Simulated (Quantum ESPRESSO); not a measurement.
Rh: band structure with PBEsol

The system is Rh.

```xyz
1
Lattice="0.0000 1.8979 1.8979 1.8979 0.0000 1.8979 1.8979 1.8979 0.0000" Properties=species:S:1:pos:R:3 pbc="T T T"
Rh    0.0000    0.0000    0.0000
```

| Property | Result |
| --- | --- |
| Program | Quantum ESPRESSO 7.5 |
| Task | band structure |
| Functional | PBEsol |
| Potentials or basis | GBRV 1.5 PBEsol |
| Cutoff | 612 eV |
| Density cutoff | 4898 eV |
| k mesh | 12 × 12 × 12 |
| Occupations | fermi-dirac, width 0.05 eV |
| Spin | no spin polarisation |
| Mixing beta | 0.5 |
| Most SCF iterations | 120 |
| SCF threshold | 2e-10 Ry |

| Property | Result |
| --- | --- |
| Pressure | -3.0 GPa |
| Band gap on the k mesh | none (metal or under the smearing width) |

Levels at the corners of the path, in eV from the Fermi level:
| point | band 5 | band 6 | band 7 | band 8 | band 9 | band 10 |
| --- | --- | --- | --- | --- | --- | --- |
| Γ | -3.15 | -3.15 | -3.15 | -1.02 | -1.02 | 16.50 |
| X | -6.06 | 0.54 | 0.98 | 0.98 | 3.18 | 12.25 |
| W | -3.89 | -3.89 | -1.24 | 0.98 | 9.61 | 9.61 |
| K | -4.86 | -2.13 | -0.71 | 0.36 | 7.84 | 8.61 |
| Γ | -3.15 | -3.15 | -3.15 | -1.02 | -1.02 | 16.50 |
| L | -3.22 | -3.22 | 0.56 | 0.56 | 0.62 | 8.61 |
| U | -4.86 | -2.13 | -0.71 | 0.36 | 7.84 | 8.61 |
| W | -3.89 | -3.89 | -1.24 | 0.98 | 9.61 | 9.61 |
| L | -3.22 | -3.22 | 0.56 | 0.56 | 0.62 | 8.61 |
| K | -4.86 | -2.13 | -0.71 | 0.36 | 7.84 | 8.61 |
| U | -4.86 | -2.13 | -0.71 | 0.36 | 7.84 | 8.61 |
| X | -6.06 | 0.54 | 0.98 | 0.98 | 3.18 | 12.25 |

Run time: 6.6 s on 2 MPI ranks on Arm Neoverse V2, with other jobs on the host, peak memory 0.18 GiB a rank.
